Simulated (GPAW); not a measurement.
# Al (Fm-3m) in GPAW: notebook, part 2 of 2

GPAW 26.7.0. Earlier steps stand in the parts before.

## (5) Equation of state, PBE+D3

run.py reads:

```python
from ase.calculators.mixing import SumCalculator
from ase.eos import EquationOfState
from ase.io import Trajectory
from ase.spacegroup import crystal
from ase.units import GPa
from dftd3.ase import DFTD3
from gpaw import GPAW, PW

# Al 4a
atoms = crystal(['Al'],
                basis=[[0.0, 0.0, 0.0]],
                spacegroup=225, setting=1,  # Fm-3m
                cellpar=[4.04961, 4.04961, 4.04961, 90.0, 90.0, 90.0],
                primitive_cell=True)

traj = Trajectory('eos.traj', 'w')
volumes, energies = [], []
for x in [0.94, 0.96, 0.98, 1.0, 1.02, 1.04, 1.06]:
    a = atoms.copy()
    a.set_cell(atoms.cell * x**(1 / 3), scale_atoms=True)
    calc = GPAW(mode=PW(600),
                xc='PBE',
                kpts={'size': (11, 11, 11), 'gamma': True},
                occupations={'name': 'fermi-dirac', 'width': 0.05},
                nbands=7,
                convergence={'density': 1e-05, 'energy': 1e-05},
                maxiter=150,
                txt=f'eos-{x:.2f}.txt')
    a.calc = SumCalculator([calc, DFTD3(method='pbe', damping='d3zero')])
    energies.append(a.get_potential_energy())
    volumes.append(a.get_volume())
    p = -a.get_stress()[:3].mean() / GPa
    calc.write(f'eos-{x:.2f}.gpw')
    traj.write(a)
    print(f'{x:.2f} {volumes[-1]:10.4f} A^3 {energies[-1]:14.6f} eV {p:9.3f} GPa', flush=True)

v0, e0, B = EquationOfState(volumes, energies, eos='birchmurnaghan').fit()
print(f'V0 = {v0:.4f} A^3, E0 = {e0:.6f} eV, B0 = {B / GPa:.2f} GPa')
```

Potentials or basis: GPAW PAW data sets (gpaw-data 1.2.1), pw.

On the command line:

```bash
$ OMP_NUM_THREADS=1 python run.py
```

The program printed:

```text
__  _  _
 | _ |_)|_||  |
 |__||  | ||/\| - 26.7.0

Input parameters:
  mode=PW(ecut=600.0),
  convergence={'density': 1e-05, 'energy': 1e-05},
  kpts=MonkhorstPack(size=(11, 11, 11), gamma=True),
  maxiter=150,
  nbands=7,
  occupations=Occupations(name='fermi-dirac', width=0.05),
  xc=XC(name='PBE')

Diagonalizing LCAO Hamiltonian
Converting LCAO to pw mode

       Al

Atoms  # Å, Bohr magnetons
|   | symbol |        x |        y |        z |    initial magnetic moments |
|---|--------|----------|----------|----------|-----------------------------|
| 0 |     Al | 0.000000 | 0.000000 | 0.000000 | ( 0.0000,  0.0000,  0.0000) |

Unit cell  # Å
| periodic |        x |        y |        z |  lengths |    angles |
|----------|----------|----------|----------|----------|-----------|
|      yes | 0.000000 | 1.983471 | 1.983471 | 2.805051 | 60.000000 |
|      yes | 1.983471 | 0.000000 | 1.983471 | 2.805051 | 60.000000 |
|      yes | 1.983471 | 1.983471 | 0.000000 | 2.805051 | 60.000000 |

Number of symmetries: 48
Symmetry operations  # r_c * U_cc + t_c -> r_c
|    | kind |            matrix            |
|----|------|------------------------------|
|  0 |  σ   |  1, 0, 0,  1, 0,-1,  1,-1, 0 |
|  1 |  C2  |  1, 0, 0,  1,-1, 0,  1, 0,-1 |
|  2 |  E   |  1, 0, 0,  0, 1, 0,  0, 0, 1 |
|  3 |  σ   |  1, 0, 0,  0, 0, 1,  0, 1, 0 |
|  4 |  C4  |  1, 0,-1,  1, 0, 0,  1,-1, 0 |
|  5 |  S6  |  1, 0,-1,  1,-1, 0,  1, 0, 0 |
|  6 |  σ   |  1, 0,-1,  0, 1,-1,  0, 0,-1 |
|  7 |  C3  |  1, 0,-1,  0, 0,-1,  0, 1,-1 |
|  8 |  S6  |  1,-1, 0,  1, 0, 0,  1, 0,-1 |
|  9 |  C4  |  1,-1, 0,  1, 0,-1,  1, 0, 0 |
| 10 |  C3  |  1,-1, 0,  0,-1, 1,  0,-1, 0 |
| 11 |  σ   |  1,-1, 0,  0,-1, 0,  0,-1, 1 |
[... 125 lines left out ...]
  Fourier metric: weight=20.0, sigma=0.015

occupation numbers:
  Fermi-Dirac:
    width: 0.0500  # eV

poisson solver:
  ecut: 4800.0  # eV

xc functional:
  name: PBE with 2 nearest neighbor stencil

convergence criteria:
- Maximum integral of absolute [dens]ity change: 1e-05 electrons / valence electron
- Maximum [total energy] change in last 3 cyles: 1e-05 eV / valence electron
- Maximum integral of absolute [eigenst]ate change: 4e-08 eV^2 / valence electron
maximum number of iterations: 150

SCF iterations
|iter     | |      energy | eigst |  dens |
|---------|-|-------------|-------|-------|
|iter:   1| |   -3.726259 | -0.22 |       |
|iter:   2| |   -3.726853 | -3.49 | -0.98 |
|iter:   3| |   -3.730461 | -3.27 | -1.01 |
|iter:   4| |   -3.731154 | -3.96 | -1.56 |
|iter:   5| |   -3.731163 | -6.17 | -2.95 |
|iter:   6| |   -3.731164c| -6.62 | -3.36 |
|iter:   7| |   -3.731164c| -8.69c| -4.67 |
|iter:   8| |   -3.731164c| -9.18c| -5.16c|

Converged in 8 steps
Energy contributions relative to reference atoms: (reference = -6603.423265)

Energy contributions:
  Kinetic:           5.763256
  Coulomb:          -3.346699
  Zero:             -0.008177
  External:          0.000000
  Xc:               -6.137592
  Entropy:          -0.003904
  Spinorbit:         0.000000
  ----------------------------
  Free energy:      -3.733117
  Extrapolated:     -3.731164

dipole moment: (-6.801186, -6.801186, -6.801186)  # |e|*Ang

Fermi level: 7.704
Eigenvalues  # (at kpt = [0.000, 0.000, 0.000])
| band index |      eig [eV] | occ [0-2] |
|------------|---------------|-----------|
|          0 |        -3.824 |     2.000 |
|          1 |        20.648 |     0.000 |
|          2 |        20.648 |     0.000 |
|          3 |        20.648 |     0.000 |
|          4 |        22.576 |     0.000 |
|          5 |        22.576 |     0.000 |
|          6 |        22.576 |     0.000 |

No gap
No difference between direct/indirect transitions

Stress tensor  # eV/Ang^3
|         x |         y |         z |
|-----------|-----------|-----------|
| -0.032680 | -0.000000 | -0.000000 |
| -0.000000 | -0.032680 | -0.000000 |
| -0.000000 | -0.000000 | -0.032680 |

# Writing to eos-0.94.gpw (mode='')
```

stdout:

```text
0.94    15.6066 A^3      -3.904203 eV     3.127 GPa
0.96    15.9386 A^3      -3.908598 eV     1.162 GPa
0.98    16.2707 A^3      -3.909141 eV    -0.595 GPa
1.00    16.6027 A^3      -3.906238 eV    -2.163 GPa
1.02    16.9348 A^3      -3.900271 eV    -3.561 GPa
1.04    17.2668 A^3      -3.891565 eV    -4.804 GPa
1.06    17.5989 A^3      -3.880425 eV    -5.905 GPa
V0 = 16.1527 A^3, E0 = -3.909362 eV, B0 = 84.00 GPa
```

Wall time 37 s (1 thread of Arm Neoverse V1, shared host); peak memory 0.16 GiB.

Results:

- Equilibrium volume: 16.15 Å³/atom
- Bulk modulus: 84 GPa
- Pressure derivative of the bulk modulus: 4.6

Energy against volume, from the lowest point:
| volume (Å³/atom) | energy (meV/atom) |
| --- | --- |
| 15.607 | 4.97 |
| 15.939 | 0.56 |
| 16.271 | 0.00 |
| 16.603 | 2.89 |
| 16.935 | 8.84 |
| 17.267 | 17.52 |
| 17.599 | 28.64 |

## (6) Band structure, LDA

run.py reads:

```python
from ase import Atoms
from ase.dft.bandgap import bandgap
from ase.io import write
from ase.units import GPa
from gpaw import GPAW, PW

atoms = Atoms(['Al'],
              cell=[[0.0, 2.024805, 2.024805],
                    [2.024805, 0.0, 2.024805],
                    [2.024805, 2.024805, 0.0]],
              scaled_positions=[[0.0, 0.0, 0.0]],
              pbc=True)

calc = GPAW(mode=PW(600),
            xc='LDA',
            kpts={'size': (11, 11, 11), 'gamma': True},
            occupations={'name': 'fermi-dirac', 'width': 0.05},
            nbands=7,
            convergence={'density': 1e-05, 'energy': 1e-05},
            maxiter=150,
            txt='gpaw.txt')
atoms.calc = calc
energy = atoms.get_potential_energy()
forces = atoms.get_forces()
stress = atoms.get_stress()
calc.write('gs.gpw')
write('result.traj', atoms)
print(f'Energy: {energy:.6f} eV')
print('Forces (eV/A):')
print(forces.round(4))
print('Stress (GPa):', (stress / GPa).round(3))
print('Fermi level:', round(calc.get_fermi_level(), 4), 'eV')
print(f'Gap: {bandgap(calc)[0]:.4f} eV, direct: {bandgap(calc, direct=True)[0]:.4f} eV')

path = atoms.cell.bandpath('GXWKGLUWLK,UX', npoints=60, eps=1e-4)
bs_calc = calc.fixed_density(kpts=path, symmetry='off', nbands=13,
                             convergence={'bands': 'CBM+6.0', 'eigenstates': 1e-6}, txt='bands.txt')
bs = bs_calc.band_structure()
bs.write('bs.json')
print(f'Gap on the path: {bandgap(bs_calc)[0]:.4f} eV')
```

Potentials or basis: the program's PAW data sets (release 1.2.1) made for this functional, pw.

On the command line:

```bash
$ OMP_NUM_THREADS=1 python run.py
```

Wall time 11 s (1 thread of Arm Neoverse V1, shared host); peak memory 0.14 GiB.

Results (log left out):

```yaml
Free_energy: -4.1804 eV
Pressure: -3.5 GPa
Band_gap_along_the_path: none (metal or under the smearing width)
```

Levels at the corners of the path, in eV from the Fermi level:
```tsv
point	band 1	band 2	band 3	band 4	band 5
Γ	-11.08	12.54	12.54	12.54	13.81
X	-2.90	-1.63	5.28	5.51	5.51
W	-0.83	-0.83	0.21	0.94	15.74
K	-1.87	-1.34	-0.47	6.46	8.13
Γ	-11.08	12.54	12.54	12.54	13.81
L	-4.54	-4.41	11.17	11.17	11.41
U	-1.87	-1.34	-0.47	6.46	8.13
W	-0.83	-0.83	0.21	0.94	15.74
L	-4.54	-4.41	11.17	11.17	11.41
K	-1.87	-1.34	-0.47	6.46	8.13
U	-1.87	-1.34	-0.47	6.46	8.13
X	-2.90	-1.63	5.28	5.51	5.51
```

## (7) Summary

| task | level | potentials or basis | k mesh | cutoff (eV) | older calculator (legacy_gpaw) | band path | band points | grid spacing | V0 of scaled cells (Å³/atom) | B0 (GPa) |
| --- | --- | --- | --- | --- | --- | --- | --- | --- | --- | --- |
| ts | PBE+TS | GPAW PAW data sets (gpaw-data 1.2.1), lcao:dzp | 8 × 8 × 8 | - | yes | - | - | 0.16 Å | - | - |
| equation of state | optB88-vdW | GPAW PAW data sets (gpaw-data 1.2.1), pw | 11 × 11 × 11 | 600 | yes | - | - | - | 16.94 | 69 |
| equation of state | PBE+D3 | GPAW PAW data sets (gpaw-data 1.2.1), pw | 11 × 11 × 11 | 600 | - | - | - | - | 16.15 | 84 |
| band structure | LDA | the program's PAW data sets (release 1.2.1) made for this functional, pw | 11 × 11 × 11 | 600 | - | GXWKGLUWLK,UX | 60 | - | - | - |

Alike in all rows: no spin polarisation; cell as given; smearing fermi-dirac 0.05 eV.

Caveats: the real-space grid adds noise to forces (some runs); the basis of atomic orbitals isn't converged, which shifts pressures, moduli and gaps (some runs); pairwise dispersion overbinds metals, which lowers pressure and volume (some runs); the PAW data sets were made with another functional, which shifts forces and pressure a little (some runs).

Absolute energies hang on the potentials; compare differences alone.

## (8) Comparison with measurements

Step 4. A measured bulk modulus of Al is 76.9 GPa (quoted in “The interpretation of polycrystalline coherent inelastic neutron scattering from aluminium”, 2013, pmc:3831299); the calculated 69 GPa misses it by -10.0 %. The fit is for a static lattice scaled at fixed shape and fixed fractional positions. The cell as given is a measured one (16.60 Å³/atom); optB88-vdW puts the equilibrium volume +2.0 % from it, thermal expansion not counted.

Step 5. Against the measured bulk modulus of Al, 76.9 GPa (quoted in “The interpretation of polycrystalline coherent inelastic neutron scattering from aluminium”, 2013, pmc:3831299), the calculated 84 GPa is off by +9.2 %. The fit is for a static lattice scaled at fixed shape and fixed fractional positions. The cell as given is a measured one (16.60 Å³/atom); PBE+D3 puts the equilibrium volume -2.7 % from it, thermal expansion not counted.
